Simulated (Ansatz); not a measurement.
**Al: one crystal by all-electron and frozen-core methods**

Aim: solve Al at one geometry with full-potential LAPW, frozen-core PAW and datasets made for this crystal, and see where they agree.

Program: Ansatz 0.2.0. Level of theory: DFT PBE, scalar-relativistic. These are calculated values, not measurements.

**1. The system as given**

It takes space group Fm-3m (No. 225, cubic). The conventional cell has a = 4.048 Å, b = 4.048 Å, c = 4.048 Å, α = 90.00°, β = 90.00°, γ = 90.00°. Al (site symmetry m-3m) has 12 Al at 2.86 Å as nearest neighbours.

As a file:

```
CELL_PARAMETERS angstrom
0.00000 2.02398 2.02398
2.02398 0.00000 2.02398
2.02398 2.02398 0.00000
ATOMIC_POSITIONS crystal
Al 0.00000 0.00000 0.00000
```

Structure: COD 4313206, as refined from experiment and not relaxed.

**2. Full-potential LAPW**

Input file input.yaml:

```yaml
crystal:
  lattice:
    - [0.0, 2.02398, 2.02398]
    - [2.02398, 0.0, 2.02398]
    - [2.02398, 2.02398, 0.0]
  atoms:
    - { symbol: Al, position: [0.0, 0.0, 0.0] }
kpoints:
  mp_grid: { grid: [14, 14, 14] }
  band_path:
    path:
      - [0.0, 0.0, 0.0]
      - [0.5, 0.0, 0.5]
      - [0.625, 0.25, 0.625]
      - [0.375, 0.375, 0.75]
      - [0.0, 0.0, 0.0]
      - [0.5, 0.5, 0.5]
      - [0.5, 0.25, 0.75]
      - [0.5, 0.0, 0.5]
    npoints: 14
scf:
  occupations: { method: fermi_dirac, width: 0.05 }
hamiltonian:
  xc: pbe
  pseudopotentials: { kind: all_electron, lapw: { basis_error: 0.001 } }
output:
  forces: true
  stress: true
  eigenvalues: true
  fatbands: true
  populations: true
  dos: { projected: true, de: 0.2, e_range: [-14, 8] }
```

Command:

```sh
$ ansatz run input.yaml --threads 1 --pin off --max-ram 3072MiB --backend cpu --events-out ev --progress --plain --runs-dir out
```

Output, cut to the lines that bear on the results:

```text
Al: projections on atomic orbitals take those of the free atom 1s2 2s2 2p6 3s2 3p1, of charge +0.00 (hamiltonian.pseudopotentials.projection_atoms)
LAPW: plane waves up to 5.850 Å⁻¹, error target 1.0e-3 eV per atom; small_component_spin mean_spin; Al in spheres of 1.431 Å, 11 of its electrons in bands, Dirac shells []
[...]
Pseudopotentials: kind: all_electron
Pseudopotential: Al, LAPW, valence charge 11, Koelling and Harmon's equation, gaussian nucleus
Functional definition: PBE
[...]
Crystal: 1 atoms, lattice volume = 16.582 Å³
Basis set: ecut = 130.36661446467488 eV, 59 PW (Γ), exchange–correlation at level 2
Bands: 10, of which v1, the nominal top of the filled ones, is band 6 counted from 1 (5 counted from 0)
Symmetry: 48 space group operations
Space group: Fm-3m (ITA 225), of the structure as read, at distance tolerance 2.6e-5 Å
k-points: 104 of 2744
[...]
SCF iter   1: F=—  HF=-6607.542540 eV  |F-HF|=—  |Δ(HF+E_count)|=         —  Δρ=1.10e-2  dr2=1.11e-2  ethr=1.00e-4  ⟨swp⟩=3.2  Hψ=7982  notcnv=0
[...]
SCF iter   5: F=-6607.517461 eV  HF=-6607.517461 eV  |F-HF|=1.98e-9  |Δ(HF+E_count)|=   8.18e-9  Δρ=2.89e-6  dr2=8.89e-10  ethr=8.34e-9  ⟨swp⟩=2.0  Hψ=2866  notcnv=0
[...]
NSCF: frozen V_eff on 99 k-points
SCF converged after 5 iterations
Free energy (F): -6607.517461 eV
[...]
E sigma→0 (E₀):  -6607.515358 eV
Entropy (-TS):   -0.004206 eV (-4.206 meV/atom)
Fermi energy:    9.729879 eV
[...]
--- Forces (eV/Å), atoms counted from 1 ---
  atom   1  Al    -0.00000000     0.00000000    -0.00000000
[...]
--- Stress (GPa, compression-positive) ---
       -0.611892      -0.000000      -0.000000
       -0.000000      -0.611892      -0.000000
       -0.000000      -0.000000      -0.611892
  P = ⅓ Tr σ = -0.6119 GPa (-6.119 kbar)
--- Band table (eV; the first three rows and the last of 104) ---
  k-point 0: bands = ["-93.6941", "-55.1467", "-55.1467", "-55.1467", "-1.3409", "22.3397", "22.3397", "22.3397", "23.8047", "23.8047"]
[...]
--- Löwdin populations: 1 site ---
  site symbol       q [e]
     0     Al     12.9562
  spilling = 0.003373 (of n_electrons = 13.000000)
```

It took 3.3 s on 1 thread of Intel Xeon Platinum 8488C (Sapphire Rapids), shared host; peak memory 0.25 GiB.

Result: pressure -0.61 GPa; no gap.

At the corners of the path (eV, zero at the Fermi level):

| point | band 3 | band 4 | band 5 | band 6 | band 7 | band 8 | band 9 |
| --- | --- | --- | --- | --- | --- | --- | --- |
| Γ | -64.88 | -64.88 | -11.07 | 12.61 | 12.61 | 12.61 | 14.07 |
| X | -64.89 | -64.89 | -2.88 | -1.57 | 5.28 | 5.60 | 5.60 |
| U | -64.89 | -64.88 | -1.85 | -1.32 | -0.38 | 6.57 | 8.21 |
| K | -64.89 | -64.88 | -1.85 | -1.32 | -0.38 | 6.57 | 8.21 |
| Γ | -64.88 | -64.88 | -11.07 | 12.61 | 12.61 | 12.61 | 14.07 |
| L | -64.88 | -64.88 | -4.54 | -4.34 | 11.39 | 11.39 | 11.46 |
| W | -64.89 | -64.89 | -0.81 | -0.81 | 0.21 | 1.11 | 15.80 |
| X | -64.89 | -64.89 | -2.88 | -1.57 | 5.28 | 5.60 | 5.60 |

States per cell in windows of 1 eV (zero at the Fermi level; grid of 0.20 eV, so sharp peaks spill over the borders):

| from | to | total | Al 3p | Al 3s |
| --- | --- | --- | --- | --- |
| -10 | -9 | 0.14 | 0.08 | 0.06 |
| -9 | -8 | 0.18 | 0.11 | 0.07 |
| -8 | -7 | 0.22 | 0.14 | 0.08 |
| -7 | -6 | 0.25 | 0.16 | 0.09 |
| -6 | -5 | 0.29 | 0.19 | 0.09 |
| -5 | -4 | 0.33 | 0.23 | 0.09 |
| -4 | -3 | 0.34 | 0.24 | 0.09 |
| -3 | -2 | 0.38 | 0.27 | 0.10 |
| -2 | -1 | 0.35 | 0.25 | 0.09 |
| -1 | 0 | 0.40 | 0.28 | 0.11 |
| 0 | 1 | 0.40 | 0.25 | 0.12 |
| 1 | 2 | 0.43 | 0.27 | 0.12 |
| 2 | 3 | 0.45 | 0.27 | 0.13 |
| 3 | 4 | 0.48 | 0.28 | 0.12 |
| 4 | 5 | 0.51 | 0.30 | 0.11 |

**3. Frozen-core PAW**

input.yaml: that of step 2 with these lines changed.

```diff
@@ -24,3 +24,3 @@
   xc: pbe
-  pseudopotentials: { kind: all_electron, lapw: { basis_error: 0.001 } }
+  pseudopotentials: { kind: paw }
 output:
@@ -29,4 +29,9 @@
   eigenvalues: true
-  fatbands: true
+  efg: { contact_densities: true }
   populations: true
+  bader: true
   dos: { projected: true, de: 0.2, e_range: [-14, 8] }
+  write_density: true
+  write_potential: true
+  elf: true
+  volumetric_format: npy
```

Command:

```sh
$ ansatz run input.yaml --threads 1 --pin off --max-ram 3072MiB --backend cpu --events-out ev --progress --plain --runs-dir out
```

Output, cut to the lines that bear on the results:

```text
[...]
Pseudopotentials: kind: paw
Pseudopotential: Al, paw, valence charge 3, recommended cutoff 420 eV (normal)
Functional definition: PBE
[...]
Crystal: 1 atoms, lattice volume = 16.582 Å³
Basis set: ecut = 420 eV, 331 PW (Γ), exchange–correlation on 40×40×40 points (8 copies of the dense FFT grid, shifted against one another)
Bands: 6, of which v1, the nominal top of the filled ones, is band 2 counted from 1 (1 counted from 0)
Symmetry: 48 space group operations
Space group: Fm-3m (ITA 225), of the structure as read, at distance tolerance 2.6e-5 Å
k-points: 104 of 2744
[...]
SCF iter   1: F=—  HF=-537.496522 eV  |F-HF|=—  |Δ(HF+E_count)|=         —  Δρ=4.99e-4  dr2=1.65e-5  ethr=1.77e-3  ⟨swp⟩=4.7  Hψ=5403  notcnv=0
[...]
Fermi energy:    7.861919 eV
[...]
--- Forces (eV/Å), atoms counted from 1 ---
  atom   1  Al    -0.00000000    -0.00000000     0.00000000
[...]
--- Stress (GPa, compression-positive) ---
       -0.607468       0.000000       0.000000
        0.000000      -0.607468       0.000000
        0.000000      -0.000000      -0.607468
  P = ⅓ Tr σ = -0.6075 GPa (-6.075 kbar)
--- PAW observables at the nuclei: V_zz in 10²¹ V/m², potentials from the cell's mean, atoms counted from 1 ---
  atom   1  Al V_zz =    +0.000000   η = 0.0000   by run symmetry: forbidden
            electrostatic potential = -1229.385829 V   contact ρ = 10086.757183 e/Å³
--- Band table (eV; the first three rows and the last of 104) ---
  k-point 0: bands = ["-3.2006", "20.3868", "20.3868", "20.3868", "21.9419", "21.9419"]
[...]
--- Löwdin populations: 1 site ---
  site symbol       q [e]
     0     Al      2.9561
  spilling = 0.014626 (of n_electrons = 3.000000)
--- Bader charges: 1 site ---
  site symbol  charge [e]  shift [e]
     0     Al      0.0000     0.0000
  estimated error of the sums over rays = 8.0e-8 e
```

It took 4.1 s on 1 thread of Intel Xeon Platinum 8488C (Sapphire Rapids), shared host; peak memory 0.34 GiB.

In short: pressure -0.61 GPa; no gap.

The fields are shown in the conventional cell of this run's space group, carried over from its grid by interpolation.

Density in a lattice plane of the grid's cell (edges 4.05 and 4.05 Å, at 0.000 of the third edge), which holds Al.

Ten even steps from '0' (0.06 e/Å³) to '9' (0.21 e/Å³):
```
001368876543334567886310
113589976544444567998531
456899987665556678999865
788999988777777788999988
888999999988888999999988
777788999988788999988777
556678999865456899987665
444567998531113589976544
334567886310001368876543
334467885200000258876443
334567886310001368876543
444567998531113589976544
556678999865456899987665
777788999988788999988777
888999999988888999999988
788999988777777788999988
456899987665556678999865
113589976544444567998531
001368876543334567886310
000258876443334467885200
```
Columns run along the first of these edges and rows up along the second, over one cell in 24 and 20 even steps from the bottom left corner. Atoms in the plane (fractional): Al at (0.00, 0.00), Al at (0.50, 0.50).

ELF in the same plane.

Ten even steps from '0' (0.04) to '9' (0.62):
```
310036876543334567863001
000268886544444568886200
123689987665556678998632
567899998877777889999876
778999999987778999999987
777889999876567899998877
556678998632123689987665
444568886200000268886544
334567863001310036876543
233467762003430026776433
334567863001310036876543
444568886200000268886544
556678998632123689987665
777889999876567899998877
778999999987778999999987
567899998877777889999876
123689987665556678998632
000268886544444568886200
310036876543334567863001
430026776433233467762003
```
Columns run along the first of these edges and rows up along the second, over one cell in 24 and 20 even steps from the bottom left corner. Atoms in the plane (fractional): Al at (0.00, 0.00), Al at (0.50, 0.50).

Both are smooth fields of the valence electrons: close to the nuclei they are not physical.

Maxima of ELF outside the ion cores: 0.64 beside Al, off the lines to its neighbours, 1.1 Å from Al; 0.63 on the Al–Al line, 1.0 Å from Al.

**4. Datasets made for this crystal**

input.yaml: that of step 3 with these lines changed.

```diff
@@ -19,3 +19,3 @@
       - [0.5, 0.0, 0.5]
-    npoints: 14
+    npoints: 8
 scf:
@@ -24,3 +24,3 @@
   xc: pbe
-  pseudopotentials: { kind: paw }
+  pseudopotentials: { kind: all_electron, datasets: crystal }
 output:
@@ -30,8 +30 @@
   efg: { contact_densities: true }
-  populations: true
-  bader: true
-  dos: { projected: true, de: 0.2, e_range: [-14, 8] }
-  write_density: true
-  write_potential: true
-  elf: true
-  volumetric_format: npy
```

Command:

```sh
$ ansatz run input.yaml --threads 1 --pin off --max-ram 3072MiB --backend cpu --events-out ev --progress --plain --runs-dir out
```

Output, cut to the lines that bear on the results:

```text
[...]
Pseudopotentials: kind: all_electron
Pseudopotential: Al, paw, valence charge 3, recommended cutoff 140 eV (normal), Koelling and Harmon's equation, gaussian nucleus
Functional definition: PBE
[...]
Crystal: 1 atoms, lattice volume = 16.582 Å³
Basis set: ecut = 140 eV, 59 PW (Γ), exchange–correlation on 24×24×24 points (8 copies of the dense FFT grid, shifted against one another)
Bands: 6, of which v1, the nominal top of the filled ones, is band 2 counted from 1 (1 counted from 0)
Symmetry: 48 space group operations
Space group: Fm-3m (ITA 225), of the structure as read, at distance tolerance 2.6e-5 Å
k-points: 104 of 2744
[...]
SCF iter   1: F=—  HF=-6607.493380 eV  |F-HF|=—  |Δ(HF+E_count)|=         —  Δρ=2.11e-2  dr2=6.67e-2  ethr=1.90e-3  ⟨swp⟩=2.7  Hψ=3831  notcnv=0
[...]
In the spheres:  the bands' charges fall short by 5.9e-7 e at most (sound up to 1e-3)
Fermi energy:    9.729819 eV
[...]
  The terms above E_closure are by the made datasets' own strengths, without shells solved beside the bands.
--- Forces (eV/Å), atoms counted from 1 ---
  atom   1  Al    -0.00000000     0.00000000     0.00000000
[...]
--- Stress (GPa, compression-positive) ---
       -0.617268      -0.000000       0.000000
       -0.000000      -0.617268       0.000000
        0.000000       0.000000      -0.617268
  P = ⅓ Tr σ = -0.6173 GPa (-6.173 kbar)
--- PAW observables at the nuclei: V_zz in 10²¹ V/m², potentials from the cell's mean, atoms counted from 1 ---
  atom   1  Al V_zz =    +0.000000   η = 0.0000   by run symmetry: forbidden
            electrostatic potential = -1229.307152 V   contact ρ = 10092.899159 e/Å³
--- Band table (eV; the first three rows and the last of 104) ---
  k-point 0: bands = ["-1.3410", "22.3399", "22.3399", "22.3399"]
[...]
```

Run time: 2.8 s. Hardware: 1 thread of Intel Xeon Platinum 8488C (Sapphire Rapids), shared host; peak memory 0.3 GiB.

This run gives: pressure -0.62 GPa; no gap.

| atom | contact density (e/Å³) |
| --- | --- |
| Al | 10092.9 |

**5. The methods compared**

```
          method  pressure (GPa)  SCF cycles, all passes
            LAPW           -0.61                       5
             PAW           -0.61                       6
crystal datasets           -0.62                       5
```

**6. What came out**

```
         quantity                                              value
         pressure  LAPW -0.61, PAW -0.61, crystal datasets -0.62 GPa
       gap (LAPW)                                               none
highest ELF (PAW)                               0.64, 1.07 Å from Al
```

What this shows: The pressure of -0.6 GPa pushes the cell to shrink, with the atoms held in place. With 11 electrons in the bands of a cell, and no spin, a band must be partly filled: it is a metal at this level. Within 0.3 eV of the Fermi level the largest projected share is Al 3p (71 %). The projection holds only the free atom's occupied shells (Al 3s, Al 3p in this range). PAW lies less than 0.01 GPa from LAPW in pressure.
